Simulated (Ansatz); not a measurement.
**GaSe: a prediction, then the measurements**

Level of theory: DFT PBE, scalar-relativistic, plane waves, PAW in Ansatz 0.2.0.

Settings: cutoff 420 eV, Γ-centred mesh 12×12×2 on the computed 8-atom cell, Gaussian smearing of 0.02 eV; no spin polarisation.

Relaxed structure:

```yaml
crystal:
  lattice:
    - [3.81507, 0.00000, 0.00000]
    - [-1.90754, 3.30395, 0.00000]
    - [0.00000, 0.00000, 18.21314]
  atoms:
    - { symbol: Ga, position: [0.33333, 0.66667, 0.18223] }
    - { symbol: Ga, position: [0.66667, 0.33333, 0.68223] }
    - { symbol: Ga, position: [0.33333, 0.66667, 0.31777] }
    - { symbol: Ga, position: [0.66667, 0.33333, 0.81777] }
    - { symbol: Se, position: [0.33333, 0.66667, 0.61789] }
    - { symbol: Se, position: [0.66667, 0.33333, 0.11789] }
    - { symbol: Se, position: [0.33333, 0.66667, 0.88211] }
    - { symbol: Se, position: [0.66667, 0.33333, 0.38211] }
```

```json
{"Space group": "P6_3/mmc (No. 194)", "Volume per atom": "28.70 Å³", "Formation energy from the elements' standard states (uncorrected)": "-0.595 eV/atom", "Kohn–Sham band gap": "1.34 eV, indirect from (-0.094, 0.047, 0.000) to Γ", "Orbital (Löwdin) character of the top 1 eV of the valence band": "Se 4p 70 %, Ga 4p 21 %", "Orbital (Löwdin) character of the lowest 1 eV of the conduction band": "Se 4p 33 %, Ga 4p 30 %, Ga 4s 25 %, unprojected 6 %", "Electron masses at the edge by direction of the standard setting (m_e; one valley, along these axes only; no spin-orbit coupling)": "x: 0.14; y: 0.14; z: 0.28", "Hole masses at the edge by direction of the standard setting (m_e; one valley, along these axes only; no spin-orbit coupling)": "x: 1.7; y: 20; z: 0.33", "Bader charge by site (e)": "Ga (4 in the cell) 0.67, Se (4 in the cell) -0.67"}
```

The cell holds layers, chains or molecules and no dispersion correction was added, so their binding is poorly described.

**Against measurements.**

A measured lattice constant a of GaSe is 3.76 Å (“Growth and Liquid-Phase Exfoliation of GaSe1−xSx Crystals”, 2022, pmc:9605154); the calculated 3.815 Å exceeds it by 1.5 %. Measured lattice constant c of GaSe: 15.94 Å (“Growth and Liquid-Phase Exfoliation of GaSe1−xSx Crystals”, 2022, pmc:9605154). This calculation gives 18.213 Å (+14.3 %). The calculation is for 0 K without zero-point motion. Measured band gap of GaSe: 1.94 eV (optical; “Growth and Liquid-Phase Exfoliation of GaSe1−xSx Crystals”, 2022, pmc:9605154). This calculation gives 1.34 eV (-0.60 eV). Kohn–Sham gaps of semilocal functionals fall short of measured ones as a rule.

It was relaxed from a cell as deposited in COD. Löwdin shares on free-atom orbitals overweight diffuse shells in the empty bands.
